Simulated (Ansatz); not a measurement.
# ZrB2 (P6/mmm) in Ansatz: further runs, part 2 of 2

Ansatz 0.2.0. The steps go on from the part before.

### Step 3. Band structure, HSE03

File input.yaml:

```yaml
crystal:
  lattice:
    - [3.17, 0.0, 0.0]
    - [-1.585, 2.74530053, 0.0]
    - [0.0, 0.0, 3.533]
  atoms:
    - { symbol: Zr, position: [0.0, 0.0, 0.0] }
    - { symbol: B, position: [0.6666666667, 0.3333333333, 0.5] }
    - { symbol: B, position: [0.3333333333, 0.6666666667, 0.5] }
hamiltonian:
  xc: { exchange: pbe, correlation: pbe, exx: { coeff: 0.25, omega: 0.3 } }
  pseudopotentials: { kind: paw }
kpoints:
  mp_grid: { grid: [5, 5, 4] }
  band_path:
    path:
      - [[0.0, 0.0, 0.0], [0.5, 0.0, 0.0], [0.3333333333, 0.3333333333, 0.0], [0.0, 0.0, 0.0], [0.0, 0.0, 0.5], [0.5, 0.0, 0.5], [0.3333333333, 0.3333333333, 0.5], [0.0, 0.0, 0.5]]
      - [[0.5, 0.0, 0.5], [0.5, 0.0, 0.0]]
      - [[0.3333333333, 0.3333333333, 0.0], [0.3333333333, 0.3333333333, 0.5]]
    npoints: 4
scf:
  occupations: { method: fermi_dirac, width: 0.05 }
  n_extra_bands: 7
output:
  forces: true
  stress: true
  eigenvalues: true
  fatbands: false
  write_density: true
  write_potential: true
  elf: true
  volumetric_format: npy
```

Potentials or basis: Ansatz PAW.

Started as:

```console
$ ansatz run input.yaml --threads 2 --pin off --max-ram 5632MiB --backend cpu --events-out ev --progress --plain --runs-dir out
```

The log of the run:

```text
Warning: output.stress: scf.convergence.dr2_threshold = 1e-7 eV (the SCF's general default) is looser than the 3e-10 eV advised for a printed stress (1e-10 eV for each atom of the cell: 3). What an SCF threshold leaves in a stress goes as its square root, and in the free energy as the threshold itself, and one threshold admits the most on a small cell: of the crystals measured, under no hybrid functional and no lock of the moments, on runs that ended without the residual-converged pass, on stresses that held no estimate of that error, the worst erred by over 100 MPa in a component at 1e-7 eV an atom and by under 5 at 1e-10. Set scf.convergence.dr2_threshold to 3e-10 eV or tighter. The threshold is an SCF's pass mark: one that does not reach it within its budget of iterations ends unconverged, or closes short of it on a stop that the run arms, and scf.convergence.dr2_threshold's page says what that costs each kind of run
Warning: output.stress: scf.exx.energy_threshold = 1e-6 eV is looser than the 3e-8 eV advised for a stress under a hybrid functional (1e-8 eV for each atom of the cell: 3). Every SCF of the exchange loop can meet its threshold on dr2 while the loop round them stops early: no threshold on dr2 bounds what that leaves in the stress. Set scf.exx.energy_threshold to 3e-8 eV or tighter. The threshold is the loop's pass mark: a loop that does not reach it within its budget of cycles ends unconverged, and scf.exx.energy_threshold's page has the law
Warning: RAYON_NUM_THREADS=2 ignored (pool sized by the plan → 2); use --threads N
scf.n_extra_bands = 7 over 9 filled bands (N_el = 18.0): the run solves 16 bands
Engine: ansatz 0.2.0, x86_64-unknown-linux-gnu
Pseudopotentials: kind: paw
Pseudopotential: Zr, paw, valence charge 12, recommended cutoff 420 eV (normal), Zr.paw.azcp
Pseudopotential: B, paw, valence charge 3, recommended cutoff 420 eV (normal), B.paw.azcp
Functional definition: unnamed
  parameter a_1 = 0.25
  parameter omega_1 = 0.3/angstrom
  exchange = pbe_x + (-a_1)*pbe_x_sr(omega_1) + a_1*exact_x_sr(omega_1)
  correlation = pbe_c
Crystal: 3 atoms, lattice volume = 30.746 Å³
Basis set: ecut = 420 eV, 575 PW (Γ), exchange–correlation on 48×48×48 points (8 copies of the dense FFT grid, shifted against one another)
Bands: 16, of which v1, the nominal top of the filled ones, is band 9 counted from 1 (8 counted from 0)
Symmetry: 24 space group operations
Space group: P6/mmm (ITA 191), of the structure as read, at distance tolerance 3.1e-5 Å
k-points: 15 of 100
Non-local potential: Zr, projectors of the file, l = 0: 3, l = 1: 2, l = 2: 2, l = 3: 2
Non-local potential: B, projectors of the file, l = 0: 2, l = 1: 2, l = 2: 1
PAW form: soft (Blöchl's): semilocal exchange-correlation on the pseudo side does not see the compensation charge
PAW frozen core: Zr, regenerated for the run's functional, and the local potential with it (the file was generated under x = pbe(κ = 0.804, μ = 0.2195149727645171), c = pbe(β = 0.06672455060314922))
PAW frozen core: B, regenerated for the run's functional, and the local potential with it (the file was generated under x = pbe(κ = 0.804, μ = 0.2195149727645171), c = pbe(β = 0.06672455060314922))
PAW one-centre angular grid: Zr, 590 points (default); XC on 64 Gauss nodes
PAW one-centre angular grid: B, 110 points (default); XC on 64 Gauss nodes
Initial density: superposition of atomic densities (neutral atoms: chi_scale 0, normalization atom), corrected by the library's trained network
Initial wavefunctions: pseudopotential atomic-orbital guess
Functional: x = pbe(κ = 0.804, μ = 0.2195149727645171), c = pbe(β = 0.06672455060314922), warm-up for x = pbe(κ = 0.804, μ = 0.2195149727645171) + 0.25 (exact − pbe) at short range (hse, ω = 0.3 Å⁻¹), c = pbe(β = 0.06672455060314922)
[... 36 lines left out ...]
Stability not checked: this state was not tested for a lower state beside it, because the functional holds exact exchange (a hybrid, or Hartree-Fock), whose exchange loop this test does not read (fock_operator; see scf.lower_state_search)
Free energy (F): -4501.361075 eV
Frozen-core exchange: fock
Harris-Foulkes:  -4501.361075 eV  (|F-HF|=1.35e-9)
Internal energy: -4501.356870 eV  (E = F + TS)
E sigma→0 (E₀):  -4501.358972 eV
Entropy (-TS):   -0.004205 eV (-1.402 meV/atom)
Fermi energy:    15.620549 eV
--- Per-component energies (eV) ---
  E_band       = -51.239428
  E_kinetic    = 434.295183
  E_local      = -552.139034  (includes V_loc(G=0)·N_el)
  E_nonlocal   = 98.872795
  E_hartree    = 174.102243
  E_xc         = -187.948266
  E_vxc        = -220.093092  (∫ρ·V_xc dr)
  E_exx        = -39.285333  (= α·E_x^exact, valence–valence)
  E_paw        = -3114.651677  (= ΣΔE_a)
  E_vpaw       = -81.808721  (= ΣTr[D̂ρ^β])
  E_aug_tail   = 0.000016  (compensation charges beyond the density's cutoff)
  E_ewald      = -1314.184620
  E_core_change = -0.418178  (= ΣΔE_core)
  E_smearing   = -0.004205  (= −TS)
  E_closure    = 0.000000  (closes the sum)
  Σ components = -4501.361075   (vs F -4501.361075, Δ=-9.09e-13)
--- Forces (eV/Å), atoms counted from 1 ---
  atom   1  Zr     0.00000000     0.00000000     0.00000000
  atom   2  B      0.00000000     0.00000000     0.00000000
  atom   3  B      0.00000000     0.00000000     0.00000000
  max |Σ_I F_I| component: 3.70e-17 eV/Å
--- Stress (GPa, compression-positive) ---
       -1.292122       0.000000       0.000000
        0.000000      -1.292122       0.000000
        0.000000       0.000000      -2.962699
  P = ⅓ Tr σ = -1.8490 GPa (-18.490 kbar)
--- Band table (eV; the first three rows and the last of 15) ---
  k-point 0: bands = ["-36.2624", "-13.1044", "-12.4970", "-12.4970", "1.4600", "12.8101", "12.8101", "13.0192", "13.0323", "19.7592", "19.7592", "20.5690", "20.5690", "21.0814", "21.4465", "21.4465"]
  k-point 1: bands = ["-36.2516", "-13.3238", "-12.4830", "-12.4830", "2.3929", "9.8855", "13.4509", "13.4509", "16.0353", "17.4251", "17.4251", "18.8286", "18.8286", "21.1814", "24.1367", "25.1850"]
  k-point 2: bands = ["-36.2406", "-13.5320", "-12.4690", "-12.4690", "3.7020", "7.8988", "14.6236", "14.6236", "16.3691", "16.3691", "16.8168", "16.8168", "18.0980", "21.3047", "23.7343", "27.0831"]
  k-point 14: bands = ["-36.1007", "-13.3566", "-13.2168", "-12.9170", "5.0955", "7.0136", "10.3113", "12.0096", "12.9917", "20.3634", "21.7961", "22.2576", "22.7819", "23.8069", "23.8666", "24.2774"]
```

rho_z.tsv:

```text
# z_ang	rho[e/angstrom^3]
# format = ansatz-planar-average/11
# lattice	3.170000000	0.000000000	0.000000000
# lattice	-1.585000000	2.745300530	0.000000000
# lattice	0.000000000	0.000000000	3.533000000
# sites	3
# site	40	0.000000000	0.000000000	0.000000000
# site	5	1.585000000	0.915100177	1.766500000
# site	5	0.000000000	1.830200353	1.766500000
0.000000	9.969209e-1
0.147208	9.773993e-1
0.294417	9.029804e-1
0.441625	7.620015e-1
0.588833	5.908672e-1
0.736042	4.518231e-1
[... 16 lines left out ...]
3.238583	9.029804e-1
3.385792	9.773993e-1
```

It took 3.7 min on 2 threads of Intel Xeon at 2.50GHz (Skylake/Cascade Lake), shared host; peak memory 0.72 GiB.

What came out:

- Free energy: -4501.3611 eV
- Pressure: -1.8 GPa
- Band gap on the k mesh: none (metal or under the smearing width)

Levels at the corners of the path, in eV from the Fermi level:
```tsv
point	band 6	band 7	band 8	band 9	band 10	band 11	band 12	band 13
Γ	-2.81	-2.81	-2.60	-2.59	4.14	4.14	4.95	4.95
M	-9.50	-4.15	-3.34	-2.71	2.63	2.89	5.76	5.81
K	-8.67	-7.55	-2.50	-2.50	1.98	1.98	3.75	9.61
Γ	-2.81	-2.81	-2.60	-2.59	4.14	4.14	4.95	4.95
A	-7.72	-1.00	-1.00	0.75	0.75	1.20	1.20	2.48
L	-7.76	-5.00	-4.46	-2.30	4.53	4.63	6.15	7.15
H	-9.68	-5.43	-2.94	-2.94	4.91	6.93	6.93	7.37
A	-7.72	-1.00	-1.00	0.75	0.75	1.20	1.20	2.48
L	-7.76	-5.00	-4.46	-2.30	4.53	4.63	6.15	7.15
M	-9.50	-4.15	-3.34	-2.71	2.63	2.89	5.76	5.81
K	-8.67	-7.55	-2.50	-2.50	1.98	1.98	3.75	9.61
H	-9.68	-5.43	-2.94	-2.94	4.91	6.93	6.93	7.37
```

Caveat: the k mesh is coarse (spacing up to 0.46 Å⁻¹), so the values aren't converged, least of all with exact exchange; the PAW data sets come from PBE, with cores solved anew for the run's functional, which leaves a small shift of forces and pressure; the thresholds are loose for stress.
